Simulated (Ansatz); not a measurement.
# HgTe (Coloradoite) (F-43m) in Ansatz: a series of runs

Aim: see how the results for HgTe (Coloradoite) move with the level of theory and the settings. Levels: PBE, PBE+D3(BJ). Tasks: single point, relaxation of cell and atoms.

Everything below comes from runs of Ansatz 0.2.0. Logs are shortened: lines on timing, memory, paths and dates and some standing lists are left out, and cuts for length are marked.

### 1 Starting point

It takes space group F-43m (No. 216, cubic). Conventional cell: a = 6.429 Å, b = 6.429 Å, c = 6.429 Å, α = 90.00°, β = 90.00°, γ = 90.00°. Hg (site symmetry -43m) is surrounded by 4 Te at 2.78 Å. Te (site symmetry -43m) has 4 Hg at 2.78 Å as nearest neighbours.

### 2 Single point, PBE

File input.yaml:

```yaml
crystal:
  lattice:
    - [0.0, 3.2145, 3.2145]
    - [3.2145, 0.0, 3.2145]
    - [3.2145, 3.2145, 0.0]
  atoms:
    - { symbol: Hg, position: [0.0, 0.0, 0.0] }
    - { symbol: Te, position: [0.75, 0.75, 0.75] }
hamiltonian:
  xc: pbe
  pseudopotentials: { kind: paw }
kpoints:
  mp_grid: { grid: [7, 7, 7] }
scf:
  occupations: { method: gaussian, width: 0.026 }
output:
  forces: true
  stress: true
  eigenvalues: true
```

Potentials or basis: Ansatz PAW.

Started as:

```sh
$ ansatz run input.yaml --threads 2 --pin off --max-ram 5632MiB --backend cpu --events-out ev --progress --plain --runs-dir out
```

The log of the run:

```text
Warning: RAYON_NUM_THREADS=2 ignored (pool sized by the plan → 2); use --threads N
Engine: ansatz 0.2.0, x86_64-unknown-linux-gnu
Pseudopotentials: kind: paw
Pseudopotential: Hg, paw, valence charge 20, recommended cutoff 420 eV (normal), Hg.paw.azcp
Pseudopotential: Te, paw, valence charge 16, recommended cutoff 420 eV (normal), Te.paw.azcp
Functional definition: PBE
  parameter kappa = 0.804
  parameter beta = 0.06672455060314922
  exchange = pbe_x(kappa = kappa, mu = beta*pi^2/3)
  correlation = pbe_c(beta = beta)
Crystal: 2 atoms, lattice volume = 66.431 Å³
Basis set: ecut = 420 eV, 1291 PW (Γ), exchange–correlation on 64×64×64 points (8 copies of the dense FFT grid, shifted against one another)
Bands: 22, of which v1, the nominal top of the filled ones, is band 18 counted from 1 (17 counted from 0)
Symmetry: 24 space group operations
Space group: F-43m (ITA 216), of the structure as read, at distance tolerance 4.1e-5 Å
k-points: 20 of 343 (time reversal used)
Non-local potential: Hg, projectors of the file, l = 0: 3, l = 1: 2, l = 2: 2, l = 3: 1
Non-local potential: Te, projectors of the file, l = 0: 2, l = 1: 2, l = 2: 2, l = 3: 2
PAW form: soft (Blöchl's): semilocal exchange-correlation on the pseudo side does not see the compensation charge
PAW one-centre angular grid: Hg, 590 points (default); XC on 64 Gauss nodes
PAW one-centre angular grid: Te, 590 points (default); XC on 64 Gauss nodes
Initial density: superposition of atomic densities (neutral atoms: chi_scale 0, normalization atom), corrected by the library's trained network
Initial wavefunctions: pseudopotential atomic-orbital guess
Functional: x = pbe(κ = 0.804, μ = 0.2195149727645171), c = pbe(β = 0.06672455060314922)
SCF iter   1: F=—  HF=-20793.653473 eV  |F-HF|=—  |Δ(HF+E_count)|=         —  Δρ=1.12e-3  dr2=1.74e-3  ethr=1.77e-3  ⟨swp⟩=6.2  Hψ=2108  notcnv=0
preconditioner: auto → none  [insulator: Δε(μ)=0.720 eV  Ē_g=10.695 eV  σ=0.026 eV  W_gap=0.67  n_scr=14 (ndim 8)  ℏωp=19.3 eV  f_vac=0.179  D(μ)=0.35/eV (n_scr^D=0)  ε∞_Penn≈4.3]
SCF iter   2: F=—  HF=-20793.653321 eV  |F-HF|=—  |Δ(HF+E_count)|=   1.52e-4  Δρ=5.19e-4  dr2=2.06e-4  ethr=4.83e-6  ⟨swp⟩=2.9  Hψ=1026  notcnv=0
SCF iter   3: F=—  HF=-20793.653398 eV  |F-HF|=—  |Δ(HF+E_count)|=   7.76e-5  Δρ=2.27e-4  dr2=3.27e-5  ethr=5.73e-7  ⟨swp⟩=2.2  Hψ=648  notcnv=0
SCF iter   4: F=—  HF=-20793.653446 eV  |F-HF|=—  |Δ(HF+E_count)|=   4.78e-5  Δρ=7.92e-5  dr2=3.86e-6  ethr=9.10e-8  ⟨swp⟩=2.0  Hψ=611  notcnv=0
SCF iter   5: F=—  HF=-20793.653459 eV  |F-HF|=—  |Δ(HF+E_count)|=   1.35e-5  Δρ=1.55e-5  dr2=1.24e-7  ethr=1.07e-8  ⟨swp⟩=2.0  Hψ=621  notcnv=0
SCF iter   6: F=-20793.653460 eV  HF=-20793.653460 eV  |F-HF|=1.03e-8  |Δ(HF+E_count)|=   7.58e-7  Δρ=2.32e-6  dr2=3.89e-9  ethr=2.78e-10  ⟨swp⟩=6.9  Hψ=1932  notcnv=0
SCF 1 converged in 6 iterations: F = -20793.653460 eV  dr2 = 3.89e-9
SCF converged after 6 iterations
Free energy (F): -20793.653460 eV
Harris-Foulkes:  -20793.653460 eV  (|F-HF|=1.03e-8)
Internal energy: -20793.653343 eV  (E = F + TS)
E sigma→0 (E₀):  -20793.653402 eV
Entropy (-TS):   -0.000117 eV (-0.058 meV/atom)
Fermi energy:    9.013170 eV
--- Per-component energies (eV) ---
  E_band       = -764.048060
  E_kinetic    = 785.075562
  E_local      = -4768.480928  (includes V_loc(G=0)·N_el)
  E_nonlocal   = -237.976184
  E_hartree    = 2322.536134
  E_xc         = -345.113464
  E_vxc        = -367.005987  (∫ρ·V_xc dr)
  E_paw        = -14606.637605  (= ΣΔE_a)
  E_vpaw       = -820.736849  (= ΣTr[D̂ρ^β])
  E_aug_tail   = 0.000753  (compensation charges beyond the density's cutoff)
  E_ewald      = -3943.057611
  E_smearing   = -0.000117  (= −TS)
  E_closure    = -0.000000  (closes the sum)
  Σ components = -20793.653460   (vs F -20793.653460, Δ=0.00e0)
--- Forces (eV/Å), atoms counted from 1 ---
  atom   1  Hg    -0.00000000    -0.00000000    -0.00000000
  atom   2  Te     0.00000000    -0.00000000    -0.00000000
  max |Σ_I F_I| component: 1.06e-16 eV/Å
--- Stress (GPa, compression-positive) ---
        4.558842       0.000000      -0.000000
       -0.000000       4.558842       0.000000
       -0.000000       0.000000       4.558842
  P = ⅓ Tr σ = 4.5588 GPa (45.588 kbar)
--- Band table (eV; the first three rows and the last of 20) ---
  k-point 0: bands = ["-105.9676", "-54.4257", "-54.4257", "-54.4257", "-27.7772", "-27.7772", "-27.7772", "-27.7685", "-27.7685", "-3.0987", "1.5572", "1.5572", "1.5572", "2.1073", "2.1073", "8.3255", "9.0053", "9.0053", "9.0053", "13.2219", "13.2219", "13.2219"]
  k-point 1: bands = ["-105.9676", "-54.4258", "-54.4257", "-54.4257", "-27.7773", "-27.7771", "-27.7771", "-27.7684", "-27.7684", "-2.9959", "1.5857", "1.5857", "1.5963", "2.1046", "2.1046", "6.9394", "8.7752", "8.7752", "9.7621", "13.1939", "13.5209", "13.5209"]
  k-point 2: bands = ["-105.9676", "-54.4258", "-54.4258", "-54.4258", "-27.7774", "-27.7770", "-27.7770", "-27.7684", "-27.7684", "-2.7506", "1.6435", "1.6435", "1.7871", "2.1087", "2.1087", "5.1680", "8.3351", "8.3351", "9.8665", "13.9488", "13.9488", "14.3137"]
  k-point 19: bands = ["-105.9676", "-54.4258", "-54.4258", "-54.4258", "-27.7776", "-27.7772", "-27.7767", "-27.7684", "-27.7681", "-2.3166", "1.7712", "1.8298", "2.0373", "2.0935", "2.6862", "3.4614", "6.0592", "6.7904", "11.8571", "13.4390", "14.6851", "15.5957"]
```

It took 4.5 s on 2 threads of Intel Xeon at 2.50GHz (Skylake/Cascade Lake), shared host; peak memory 0.37 GiB.

What came out:

```yaml
Free_energy: -20793.6535 eV
Pressure: 4.6 GPa
Band_gap_on_the_k_mesh: none (metal or under the smearing width)
```

Spin-orbit coupling is left out, which matters for the levels of Hg, Te.

### 3 Single point, PBE

input.yaml, as its differences from that of step 2:

```diff
@@ -14,3 +14,3 @@
 scf:
-  occupations: { method: gaussian, width: 0.026 }
+  occupations: { method: gaussian, width: 0.027 }
 output:
@@ -19 +19,5 @@
   eigenvalues: true
+  write_density: true
+  write_potential: true
+  elf: true
+  volumetric_format: npy
```

Potentials or basis: Ansatz PAW.

Started as:

```sh
$ ansatz run input.yaml --threads 2 --pin off --max-ram 5632MiB --backend cpu --events-out ev --progress --plain --runs-dir out
```

The log of the run:

```text
Warning: RAYON_NUM_THREADS=2 ignored (pool sized by the plan → 2); use --threads N
[... 9 set-up lines as earlier in the session ...]
Crystal: 2 atoms, lattice volume = 66.431 Å³
Basis set: ecut = 420 eV, 1291 PW (Γ), exchange–correlation on 64×64×64 points (8 copies of the dense FFT grid, shifted against one another)
Bands: 22, of which v1, the nominal top of the filled ones, is band 18 counted from 1 (17 counted from 0)
[... 39 lines left out ...]
  E_smearing   = -0.000121  (= −TS)
  E_closure    = -0.000000  (closes the sum)
  Σ components = -20793.653465   (vs F -20793.653465, Δ=0.00e0)
--- Forces (eV/Å), atoms counted from 1 ---
  atom   1  Hg    -0.00000000    -0.00000000    -0.00000000
  atom   2  Te     0.00000000    -0.00000000    -0.00000000
  max |Σ_I F_I| component: 1.06e-16 eV/Å
--- Stress (GPa, compression-positive) ---
        4.558844       0.000000       0.000000
        0.000000       4.558844       0.000000
       -0.000000       0.000000       4.558844
  P = ⅓ Tr σ = 4.5588 GPa (45.588 kbar)
--- Band table (eV; the first three rows and the last of 20) ---
  k-point 0: bands = ["-105.9676", "-54.4257", "-54.4257", "-54.4257", "-27.7772", "-27.7772", "-27.7772", "-27.7685", "-27.7685", "-3.0987", "1.5572", "1.5572", "1.5572", "2.1073", "2.1073", "8.3255", "9.0053", "9.0053", "9.0053", "13.2219", "13.2219", "13.2219"]
  k-point 1: bands = ["-105.9676", "-54.4258", "-54.4257", "-54.4257", "-27.7773", "-27.7771", "-27.7771", "-27.7684", "-27.7684", "-2.9959", "1.5857", "1.5857", "1.5963", "2.1046", "2.1046", "6.9394", "8.7752", "8.7752", "9.7621", "13.1939", "13.5209", "13.5209"]
  k-point 2: bands = ["-105.9676", "-54.4258", "-54.4258", "-54.4258", "-27.7774", "-27.7770", "-27.7770", "-27.7684", "-27.7684", "-2.7506", "1.6435", "1.6435", "1.7871", "2.1087", "2.1087", "5.1680", "8.3351", "8.3351", "9.8665", "13.9488", "13.9488", "14.3137"]
  k-point 19: bands = ["-105.9676", "-54.4258", "-54.4258", "-54.4258", "-27.7776", "-27.7772", "-27.7767", "-27.7684", "-27.7681", "-2.3166", "1.7712", "1.8298", "2.0373", "2.0935", "2.6862", "3.4614", "6.0592", "6.7904", "11.8571", "13.4390", "14.6851", "15.5957"]
```

rho_z.tsv:

```text
# z_ang	rho[e/angstrom^3]
# format = ansatz-planar-average/11
# lattice	0.000000000	3.214500000	3.214500000
# lattice	3.214500000	0.000000000	3.214500000
# lattice	3.214500000	3.214500000	0.000000000
# sites	2
# site	80	0.000000000	0.000000000	0.000000000
# site	52	4.821750000	4.821750000	4.821750000
0.000000	1.134186e0
0.142062	1.068146e0
0.284124	9.371675e-1
0.426187	7.658447e-1
0.568249	5.824064e-1
0.710311	4.127835e-1
[... 24 lines left out ...]
4.261865	1.065193e0
4.403927	1.126486e0
```

Wall time 3.8 s (2 threads of Intel Xeon at 2.50GHz (Skylake/Cascade Lake), shared host); peak memory 0.38 GiB.

Results:

```yaml
Free_energy: -20793.6535 eV
Pressure: 4.6 GPa
Band_gap_on_the_k_mesh: none (metal or under the smearing width)
```

Levels at points of the mesh, in eV from the Fermi level:
```csv
k point,band 14,band 15,band 16,band 17,band 18,band 19,band 20,band 21,band 22
"(0.00, 0.00, 0.00)",-6.91,-6.91,-0.69,-0.01,-0.01,-0.01,4.21,4.21,4.21
```

### 4 Single point, PBE

input.yaml, as its differences from that of step 3:

```diff
@@ -14,3 +14,3 @@
 scf:
-  occupations: { method: gaussian, width: 0.027 }
+  occupations: { method: gaussian, width: 0.028 }
 output:
@@ -19,5 +19 @@
   eigenvalues: true
-  write_density: true
-  write_potential: true
-  elf: true
-  volumetric_format: npy
```

Potentials or basis: Ansatz PAW.

Started as:

```sh
$ ansatz run input.yaml --threads 2 --pin off --max-ram 5632MiB --backend cpu --events-out ev --progress --plain --runs-dir out
```

The log of the run:

```text
Warning: RAYON_NUM_THREADS=2 ignored (pool sized by the plan → 2); use --threads N
[... 9 set-up lines as earlier in the session ...]
Crystal: 2 atoms, lattice volume = 66.431 Å³
Basis set: ecut = 420 eV, 1291 PW (Γ), exchange–correlation on 64×64×64 points (8 copies of the dense FFT grid, shifted against one another)
Bands: 22, of which v1, the nominal top of the filled ones, is band 18 counted from 1 (17 counted from 0)
[... 2 set-up lines as earlier in the session ...]
k-points: 20 of 343 (time reversal used)
[... 8 set-up lines as earlier in the session ...]
[... 14 lines left out ...]
Entropy (-TS):   -0.000126 eV (-0.063 meV/atom)
Fermi energy:    9.013779 eV
--- Per-component energies (eV) ---
  E_band       = -764.048062
  E_kinetic    = 785.075563
  E_local      = -4768.480932  (includes V_loc(G=0)·N_el)
  E_nonlocal   = -237.976183
  E_hartree    = 2322.536137
  E_xc         = -345.113464
  E_vxc        = -367.005987  (∫ρ·V_xc dr)
  E_paw        = -14606.637606  (= ΣΔE_a)
  E_vpaw       = -820.736849  (= ΣTr[D̂ρ^β])
  E_aug_tail   = 0.000753  (compensation charges beyond the density's cutoff)
  E_ewald      = -3943.057611
  E_smearing   = -0.000126  (= −TS)
  E_closure    = -0.000000  (closes the sum)
  Σ components = -20793.653469   (vs F -20793.653469, Δ=0.00e0)
--- Forces (eV/Å), atoms counted from 1 ---
  atom   1  Hg    -0.00000000     0.00000000     0.00000000
  atom   2  Te     0.00000000    -0.00000000     0.00000000
  max |Σ_I F_I| component: 8.33e-17 eV/Å
--- Stress (GPa, compression-positive) ---
        4.558842       0.000000       0.000000
        0.000000       4.558842       0.000000
       -0.000000       0.000000       4.558842
  P = ⅓ Tr σ = 4.5588 GPa (45.588 kbar)
--- Band table (eV; the first three rows and the last of 20) ---
  k-point 0: bands = ["-105.9676", "-54.4257", "-54.4257", "-54.4257", "-27.7772", "-27.7772", "-27.7772", "-27.7685", "-27.7685", "-3.0987", "1.5572", "1.5572", "1.5572", "2.1073", "2.1073", "8.3255", "9.0053", "9.0053", "9.0053", "13.2219", "13.2219", "13.2219"]
  k-point 1: bands = ["-105.9676", "-54.4258", "-54.4257", "-54.4257", "-27.7773", "-27.7771", "-27.7771", "-27.7684", "-27.7684", "-2.9959", "1.5857", "1.5857", "1.5963", "2.1046", "2.1046", "6.9394", "8.7752", "8.7752", "9.7621", "13.1939", "13.5209", "13.5209"]
  k-point 2: bands = ["-105.9676", "-54.4258", "-54.4258", "-54.4258", "-27.7774", "-27.7770", "-27.7770", "-27.7684", "-27.7684", "-2.7506", "1.6435", "1.6435", "1.7871", "2.1087", "2.1087", "5.1680", "8.3351", "8.3351", "9.8665", "13.9488", "13.9488", "14.3137"]
  k-point 19: bands = ["-105.9676", "-54.4258", "-54.4258", "-54.4258", "-27.7776", "-27.7772", "-27.7767", "-27.7684", "-27.7681", "-2.3166", "1.7712", "1.8298", "2.0373", "2.0935", "2.6862", "3.4614", "6.0592", "6.7904", "11.8571", "13.4390", "14.6851", "15.5957"]
```

Run time: 2.8 s. Hardware: 2 threads of Intel Xeon at 2.50GHz (Skylake/Cascade Lake), shared host; peak memory 0.36 GiB.

What came out:

* Free energy: -20793.6535 eV
* Pressure: 4.6 GPa
* Band gap on the k mesh: none (metal or under the smearing width)

Levels at points of the mesh, in eV from the Fermi level:
```
           k point  band 16  band 17  band 18  band 19  band 20  band 21
(0.00, 0.00, 0.00)    -0.69    -0.01    -0.01    -0.01     4.21     4.21
```

### 5 Relaxation of cell and atoms, PBE+D3(BJ)

input.yaml, as its differences from that of step 4:

```diff
@@ -11,2 +11,3 @@
   pseudopotentials: { kind: paw }
+  dispersion: d3bj
 kpoints:
@@ -14,3 +15,3 @@
 scf:
-  occupations: { method: gaussian, width: 0.028 }
+  occupations: { method: fermi_dirac, width: 0.05 }
 output:
@@ -18,2 +19,5 @@
   stress: true
-  eigenvalues: true
+relax:
+  f_tol: 0.01
+  max_steps: 40
+  cell: { stress_tol: 0.05 }
```

Started as:

```sh
$ ansatz run input.yaml --threads 2 --pin off --max-ram 5632MiB --backend cpu --events-out ev --progress --plain --runs-dir out
```

Run time: 16 s. Hardware: 2 threads of Intel Xeon at 2.50GHz (Skylake/Cascade Lake), shared host; peak memory 0.4 GiB.

It converged, with:

```
Free energy                            : -20794.4159 eV
Relaxed volume                         : 35.08 Å³/atom
Relaxed cell                           : a = 4.629 Å, b = 4.629 Å, c = 4.629 Å, α = 60.00°, β = 60.00°, γ = 60.00°
Space group after relaxing (to 0.05 Å) : F-43m (No. 216)
Energy gained by relaxing              : 13.8 meV/atom
Ionic steps                            : 5
Pressure after relaxing                : 0.0 GPa
```

Step by step:
```tsv
step	energy change (eV)	largest force (eV/Å)	volume (Å³)
1	0.0000	0.0000	66.43
2	-0.0177	0.0000	72.47
3	-0.0267	0.0000	70.43
4	-0.0268	0.0000	70.16
5	-0.0276	0.0000	70.16
```

Final structure:
```yaml
crystal:
  lattice:
    - [0.00000, 3.27351, 3.27351]
    - [3.27351, 0.00000, 3.27351]
    - [3.27351, 3.27351, 0.00000]
  atoms:
    - { symbol: Hg, position: [0.00000, 0.00000, 0.00000] }
    - { symbol: Te, position: [0.75000, 0.75000, 0.75000] }
```

Caveat: the plane-wave basis is chosen anew once the cell has moved, so the energies of steps on either side of that aren't comparable. Zero-point motion and thermal expansion aren't in these numbers.

### 6 The runs side by side

```tsv
task	level	cell	smearing	gap on the mesh (eV)	pressure (GPa)
single point	PBE	as given	gaussian 0.026 eV	none	4.6
single point	PBE	as given	gaussian 0.027 eV	none	4.6
single point	PBE	as given	gaussian 0.028 eV	none	4.6
relaxation of cell and atoms	PBE+D3(BJ)	relaxed	fermi-dirac 0.05 eV	-	0.0
```

Alike in all rows: potentials or basis Ansatz PAW; no spin polarisation; k mesh 7 × 7 × 7; cutoff (eV) 420.

Every run on the cell as given and a fine mesh finds a metal.

Caveats: the plane-wave basis is chosen anew once the cell has moved, so the energies of steps on either side of that aren't comparable (some runs).

Absolute energies hang on the potentials; compare differences alone.
